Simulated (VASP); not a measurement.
Wanted: the native input for a VASP 6.6.1 run.

| Property | Result |
| --- | --- |
| Task | single point |
| Functional | PBEsol |
| Potentials or basis | VASP PAW PBE potentials, release 64 (Te, Pb_d) |
| Cutoff | 520 eV |
| k mesh | 8 × 8 × 8 |
| Occupations | gaussian, width 0.05 eV |
| Spin | no spin polarisation |
| Dipole correction | no |
| Further INCAR settings | ALGO = Normal; EDIFF = 1e-07; NBANDS = 17 |

The structure of TePb lies in POSCAR:

```
TePb
1.0
    0.0000000000      3.2270000000      3.2270000000
    3.2270000000      0.0000000000      3.2270000000
    3.2270000000      3.2270000000      0.0000000000
Te Pb
1 1
Direct
    0.5219122027      0.5000000000      0.5000000000
    0.0000000000      0.0000000000      0.0000000000
```

The cell isn't the ideal one: all Te atoms moved -0.100 Å, as atom 1 towards its neighbour atom 1 (Te) at 4.564 Å.

One way to write it, as run:

INCAR

```
SYSTEM = TePb
PREC = Accurate ; ENCUT = 520
EDIFF = 1E-7 ; ISMEAR = 0
SIGMA = 0.05 ; LREAL = .False.
LASPH = .True. ; NELM = 100
ALGO = Normal ; ISIF = 2
LWAVE = .False. ; LCHARG = .False.
GGA = PS ; NBANDS = 17
```

KPOINTS

```
Automatic mesh
0
Gamma
  8 8 8
  0 0 0
```

Potentials or basis: VASP PAW PBE potentials, release 64 (Te, Pb_d).

The run is started by

```bash
$ cat potpaw_PBE.64/Te/POTCAR potpaw_PBE.64/Pb_d/POTCAR > POTCAR
$ mpirun -np 1 vasp_std > vasp.out
```

Results of the run:

| Property | Result |
| --- | --- |
| Pressure | -0.1 GPa |
| Largest force | 0.058 eV/Å |
| Band gap on the k mesh | 0.68 eV, direct |

Caveat: the PAW data sets were made with another functional, which shifts forces and pressure a little; spin-orbit coupling is left out, which as a rule narrows the gap of such compounds by several tenths of an eV.

It took 33 s on 1 thread of Intel(R) Xeon(R) 6975P-C (Granite Rapids), with other jobs on the host, peak memory 0.27 GiB.
